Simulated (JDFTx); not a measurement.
Crystal: Re.

```xyz
4
Lattice="2.7664 0.0000 0.0000 -1.3832 2.3958 0.0000 0.0000 0.0000 8.9388" Properties=species:S:1:pos:R:3 pbc="T T T"
Re    1.3832    0.7986    6.7041
Re    0.0000    0.0000    4.4694
Re    0.0000    1.5972    2.2347
Re    0.0000    0.0000    0.0000
```

Base run:

| Quantity | Value |
| --- | --- |
| Program | JDFTx 1.7.0 (patched build) |
| Functional | PBE |
| Potentials or basis | PseudoDojo-SR-PBE-0.5-standard with smoothed tails |
| Cutoff | 980 eV |
| Density cutoff | 7837 eV |
| k mesh | 9 × 9 × 2 |
| Occupations | fermi-dirac, width 0.05 eV |
| Spin | no spin polarisation |

Its results: band gap on the k mesh none (metal or under the smearing width); pressure 3.5 GPa.

Task: The run is repeated on the same cell with these changes: hubbard terms from none to Re d U = 4 eV; hubbard projectors from none to atomic pseudo-orbitals, not orthogonalised. What comes out?

Result: Band gap on the k mesh none (metal or under the smearing width); pressure -10.4 GPa.

Caveats: U without spin polarisation on a metal has little footing (some runs); the U is typed as a test and isn't derived for this compound (some runs).
